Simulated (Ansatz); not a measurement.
**CdTe: energy along a strain**

CdTe, F-43m, a = 6.410 Å (as given, not relaxed at this level: 0.0 GPa). Ansatz: LDA, PAW, 420 eV, Γ-centred 8×8×8 mesh on 2 atoms, Gaussian smearing 0.05 eV; no spin polarisation. Cell vectors (Å): 0.000 3.205 3.205; 3.205 0.000 3.205; 3.205 3.205 0.000. The cell is strained by x per cent times the pattern (0 0 1 0 0 0) in the order xx yy zz yz xz xy (engineering shears), with fractional coordinates held. y is the free energy over the start, V0 = 32.922 Å³/atom.

```
x (%) y (meV/atom)
-6.00             ?
-4.50         12.33
-3.00          5.36
 0.00          0.00
 1.50          1.42
 4.50         11.96
 6.00         20.87
```

Question: Fit y = c1 x + c2 x² + c3 x³ to the other rows, get the stiffness along the pattern, and predict the missing energy.

Answer: Least squares on the rows shown. y = 0.058568 x + 0.59972 x² − 0.0049525 x³. The clamped-ion stiffness p·C·p = 2 × 5.997 eV × 160.2 / 32.922 Å³ = 58 GPa, which is C33 in these axes (C11 of the cubic crystal); c1 is there for the stress left in the start, which by itself gives a slope of 0.06 meV/atom per %. At x = -6.00 the fit asked for gives 22.31 meV/atom. The run gave 22.30 meV/atom, so the fit is 0.01 meV/atom too high, a small miss on the scale of the series.